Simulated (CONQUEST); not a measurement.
Wanted: the native input for a CONQUEST 1.3 run.

| Property | Result |
| --- | --- |
| Task | single point |
| Functional | PBE |
| Potentials or basis | PseudoDojo NC PBE, SZP, grid cutoff 150 Ha |
| k mesh | 9 × 9 × 6 |
| Occupations | fermi-dirac, width 0.05 eV |
| Spin | no spin polarisation |
| Solver | diagonalisation |
| SCF tolerance | 1e-06 |

AlN:

```
Al N
1.0
     3.08863    0.00000    0.00000
     0.00000    3.08863    0.00000
     0.00000    0.00000    4.36799
Al N
2 2
Direct
  0.00000 0.00000 0.00000
  0.50000 0.50000 0.50000
  0.00000 0.50000 0.75000
  0.50000 0.00000 0.25000
```

Measurements of this composition are mostly on another form, of space group No. 186.

The input as run:

Conquest_input

```
IO.Title AlN
IO.Coordinates coords.dat
IO.FractionalAtomicCoords T
IO.Iprint 2
IO.Iprint_init 1
General.NumberOfSpecies 2
General.PseudopotentialType hamann
AtomMove.TypeOfRun static
AtomMove.FullStress T
Grid.GridCutoff 150
DM.SolutionMethod diagon
Diag.MPMesh T
Diag.GammaCentred T
Diag.MPMeshX 9
Diag.MPMeshY 9
Diag.MPMeshZ 6
Diag.kT 0.00183747
minE.SCTolerance 1e-6
SC.MaxIters 100
IO.AtomChargeOutput T
%block ChemicalSpeciesLabel
1 26.980 Al
2 14.010 N
%endblock
```

coords.dat

```
    5.8366710591     0.0000000000     0.0000000000
    0.0000000000     5.8366710591     0.0000000000
    0.0000000000     0.0000000000     8.2542993708
4
  0.0000000000   0.0000000000   0.0000000000 1 T T T
  0.5000000000   0.5000000000   0.5000000000 1 T T T
  0.0000000000   0.5000000000   0.7500000000 2 T T T
  0.5000000000   0.0000000000   0.2500000000 2 T T T
```

Potentials or basis: PseudoDojo NC PBE, SZP, grid cutoff 150 Ha.

Command:

```bash
$ Conquest
```

Results of the run:

```json
{"Pressure": "9.7 GPa", "Band gap on the k mesh": "3.32 eV", "Mulliken charges": "Al +0.83; N -0.83 e"}
```

Caveat: the atomic basis is small; Mulliken charges move with the basis; an odd mesh through Γ misses points on the zone boundary, where band edges often lie; the basis of atomic orbitals isn't converged, which shifts pressures, moduli and gaps; the real-space grid breaks the cell's symmetry a little.

Run time: 52 s on 1 thread of Intel(R) Xeon(R) Platinum 8488C (Sapphire Rapids), on a shared host, peak memory 0.52 GiB.
